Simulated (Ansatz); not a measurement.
Crystal: KBr.

```
Br K
1.0
     0.00000    3.30000    3.30000
     3.30000    0.00000    3.30000
     3.30000    3.30000    0.00000
Br K
1 1
Direct
  0.50000 0.50000 0.50000
  0.00000 0.00000 0.00000
```

| Property | Result |
| --- | --- |
| Program | Ansatz 0.2.0 |
| Task | relaxation of cell and atoms |
| Functional | revPBE |
| Dispersion | D4 |
| Potentials or basis | all-electron LAPW, scalar-relativistic |
| Basis error allowed | 0.002 eV/atom |
| k mesh | 7 × 7 × 7 |
| Occupations | fixed |
| Spin | no spin polarisation |

At the start: volume 35.94 Å³/atom.

How do energy, volume and symmetry change on relaxing?

Over 4 steps the energy falls by 5.3 meV/atom and the volume is 37.97 Å³/atom (+5.7 %); space group Fm-3m (No. 225, to 0.05 Å).

The path:
```csv
step,energy change (eV),largest force (eV/Å),volume (Å³)
1,0.0000,0.0000,71.87
2,-0.0073,0.0000,73.72
3,-0.0106,0.0000,75.95
4,-0.0106,0.0000,75.95
```

Final structure:
```
Br K
1.0
     0.00000    3.36123    3.36123
     3.36123    0.00000    3.36123
     3.36123    3.36123    0.00000
Br K
1 1
Cartesian
  3.3612 3.3612 3.3612
  0.0000 0.0000 0.0000
```
